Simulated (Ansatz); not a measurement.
A generator proposed this cell of As.

```yaml
crystal:
  lattice:
    - [5.72250, 0.00000, 0.00000]
    - [0.00000, 5.72250, 0.00000]
    - [0.00000, 0.00000, 5.72250]
  atoms:
    - { symbol: As, position: [0.00000, 0.00000, 0.00000] }
    - { symbol: As, position: [0.50000, 0.00000, 0.50000] }
    - { symbol: As, position: [0.50000, 0.50000, 0.00000] }
    - { symbol: As, position: [0.00000, 0.50000, 0.50000] }
    - { symbol: As, position: [0.61901, 0.88099, 0.11901] }
    - { symbol: As, position: [0.88099, 0.11901, 0.61901] }
    - { symbol: As, position: [0.11901, 0.61901, 0.88099] }
    - { symbol: As, position: [0.38099, 0.38099, 0.38099] }
    - { symbol: As, position: [0.61901, 0.61901, 0.61901] }
    - { symbol: As, position: [0.88099, 0.38099, 0.11901] }
    - { symbol: As, position: [0.11901, 0.88099, 0.38099] }
    - { symbol: As, position: [0.38099, 0.11901, 0.88099] }
```

Method: DFT PBE, scalar-relativistic, plane waves, PAW in Ansatz 0.2.0. Settings: cutoff 420 eV, Γ-centred mesh 4×4×4 on the computed 12-atom cell, Gaussian smearing of 0.10 eV; no spin polarisation.

Energies count from the standard state of As at the same level.

Task: Estimate its pressure, forces and energy as it stands.

Result: The pressure is 47.7 GPa (it wants to expand), the largest force is 0.53 eV/Å, and the energy is +0.92 eV/atom against the standard state. The shortest distance is 2.36 Å.

Task: How much does it gain on relaxing, and where does it end?

Result: Relaxing gains about 0.76 eV/atom (the start's value is from the coarse mesh, so the gain is rough) in 12 ionic steps and ends at +0.16 eV/atom on the finer mesh. The symmetry stays Pa-3 (No. 205). The volume per atom grows by 44.1 %, from 15.6 to 22.5 Å³. The shortest distance goes from 2.36 Å (As–As) to 2.41 Å (As–As). Conventional cell: a = 6.464 Å. As on a site of symmetry -3 has 6 As at 2.72 Å; As on a site of symmetry 3 is surrounded by 1 As at 2.41 Å and 3 As at 2.72 Å.

The last run used a 6×6×6 mesh for its 12-atom cell and Gaussian smearing of 0.10 eV. The reference form of As is held partly by dispersion forces, which this level lacks. The relaxation can't lower the symmetry of the start. A structure relaxed within its symmetry needn't be a true minimum.
